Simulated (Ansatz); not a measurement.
**PbS (Fm-3m), an elastic constant from a strain scan**

Level of theory: Ansatz, DFT PBE+D3(BJ), scalar-relativistic, plane waves, PAW. Settings: plane waves to 420 eV, k-mesh 10×10×10 (Γ-centred), Gaussian smearing 0.03 eV. Spin–orbit coupling is left out, which can shift energies with elements as heavy as these. No spin polarisation. Energies are free energies at this smearing, counted from the undisturbed cell; pressure is positive in compression.

Zero of the scan (as given, not relaxed at this level; it stands at 0.1 GPa):

```
CELL_PARAMETERS angstrom
0.00000 2.96500 2.96500
2.96500 0.00000 2.96500
2.96500 2.96500 0.00000
ATOMIC_POSITIONS crystal
Pb 0.00000 0.00000 0.00000
S 0.50000 0.50000 0.50000
```

The cell is strained by ε times the Voigt pattern (0, 1, 0, 0, 0, 0) (xx, yy, zz, yz, xz, xy; engineering shear) with fractional coordinates fixed. The cell holds 2 atoms in V0 = 52.13 Å³. The stress column is τ = (1/V0) dE/dε, got from the stress tensor σ (compression positive) at each point as −det(1 + εP) σ : P(1 + εP)⁻¹, with P the pattern as a tensor.

```csv
ε,ΔE (meV/atom),τ (GPa)
-0.0200,5.562,-3.429
-0.0150,3.144,-2.525
-0.0100,1.440,-1.675
-0.0050,0.406,-0.875
0.0000,0.000,-0.124
0.0050,0.190,0.580
0.0100,0.933,1.241
0.0150,2.197,1.859
0.0175,3.013,2.153
0.0200,?,?
```

Problem. Which combination of elastic constants does this scan measure, and how large is it?

Solution. For small ε, τ = τ0 + Kε with K = pᵀCp, which for this pattern is C11 in the cubic axes. The parabola through τ at ε = -0.0050, 0 and 0.0050 has slope K = 146 GPa at zero. The energies per cell, E = NΔE, of the same two points give K = 2[E(ε₊)/ε₊ − E(ε₋)/ε₋]/[(ε₊ − ε₋)V0] = 146 GPa, in agreement.

Problem. Predict the withheld row at ε = 0.0200 from the harmonic law, and compare.

Solution. ΔE = V0(τ0 ε + Kε²/2)/N = 4.332 meV/atom and τ = 2.79 GPa. The calculation gives 3.947 meV/atom and 2.44 GPa: the energy lies 9 % below the harmonic value, as bonds soften when stretched.